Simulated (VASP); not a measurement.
The system is BaZrS3.

```xyz
20
Lattice="7.1345 0.0000 0.0000 0.0000 10.0418 0.0000 0.0000 0.0000 7.0636" Properties=species:S:1:pos:R:3 pbc="T T T"
Ba    0.3070    2.5105    0.0618
Ba    3.2603    7.5314    3.5936
Ba    3.8742    2.5105    3.4700
Ba    6.8275    7.5314    7.0018
Zr    0.0000    0.0000    3.5318
Zr    3.5672    0.0000    0.0000
Zr    3.5672    5.0209    0.0000
Zr    0.0000    5.0209    3.5318
S     7.0928    2.5105    3.9619
S     3.6089    7.5314    0.4302
S     3.5256    2.5105    6.6334
S     0.0417    7.5314    3.1016
S     1.5215    9.7223    5.5563
S     2.0458    0.3195    2.0245
S     5.0887    5.3405    5.0390
S     5.6130    4.7014    1.5072
S     5.6130    0.3195    1.5072
S     5.0887    9.7223    5.0390
S     2.0458    4.7014    2.0245
S     1.5215    5.3405    5.5563
```

The cell is a database's computed one.

```yaml
Program: VASP 6.6.1
Task: relaxation of cell and atoms
Functional: LDA
Potentials_or_basis: VASP PAW LDA potentials, release 64 (Ba_sv, Zr_sv, S)
Cutoff: 600 eV
k_mesh: 4 × 4 × 4
Occupations: gaussian, width 0.03 eV
Spin: no spin polarisation
```

At the start: pressure -4.3 GPa; volume 25.30 Å³/atom.

Question: Where does the relaxation end?

Answer: Over 27 steps the energy falls by 20.8 meV/atom and the volume is 23.87 Å³/atom (-5.7 %); space group Pnma (No. 62, to 0.05 Å).

The path:
```tsv
step	energy change (eV)	largest force (eV/Å)	pressure (GPa)	volume (Å³)
1	0.0000	0.0981	-4.31	506.06
2	-0.1504	0.1242	4.03	457.84
3	-0.3964	0.0534	-0.03	478.20
4	-0.3963	0.0548	0.07	477.65
5	-0.3981	0.0506	0.07	477.58
6	-0.4028	0.0442	0.08	477.38
7	-0.4078	0.0426	0.09	476.97
8	-0.4100	0.0402	-0.01	477.53
9	-0.4112	0.0478	-0.15	478.26
10	-0.4123	0.0465	-0.01	477.45
11	-0.4124	0.0457	0.07	476.95
12	-0.4135	0.0360	0.09	476.85
13	-0.4143	0.0355	0.12	476.66
14	-0.4149	0.0177	-0.16	478.21
15	-0.4151	0.0205	-0.07	477.69
16	-0.4155	0.0108	-0.01	477.39
17	-0.4156	0.0118	0.00	477.32
18	-0.4158	0.0119	0.02	477.19
19	-0.4160	0.0121	0.08	476.84
20	-0.4161	0.0118	0.06	477.00
21	-0.4162	0.0108	-0.03	477.47
22	-0.4162	0.0108	-0.03	477.41
23	-0.4162	0.0112	0.01	477.20
24	-0.4162	0.0110	0.00	477.34
25	-0.4162	0.0109	-0.01	477.38
26	-0.4163	0.0105	-0.02	477.39
27	-0.4164	0.0091	-0.02	477.41
```

Final structure:
```
CELL_PARAMETERS angstrom
7.02999 0.00000 0.00000
0.00000 9.85265 0.00000
0.00000 0.00000 6.89267
ATOMIC_POSITIONS crystal
Ba 0.05270 0.25000 0.01219
Ba 0.44730 0.75000 0.51219
Ba 0.55270 0.25000 0.48781
Ba 0.94730 0.75000 0.98781
Zr 0.00000 0.00000 0.50000
Zr 0.50000 0.00000 0.00000
Zr 0.50000 0.50000 0.00000
Zr 0.00000 0.50000 0.50000
S 0.99567 0.25000 0.56475
S 0.50433 0.75000 0.06475
S 0.49567 0.25000 0.93525
S 0.00433 0.75000 0.43525
S 0.20958 0.96579 0.79090
S 0.29042 0.03421 0.29090
S 0.70958 0.53421 0.70910
S 0.79042 0.46579 0.20910
S 0.79042 0.03421 0.20910
S 0.70958 0.96579 0.70910
S 0.29042 0.46579 0.29090
S 0.20958 0.53421 0.79090
```
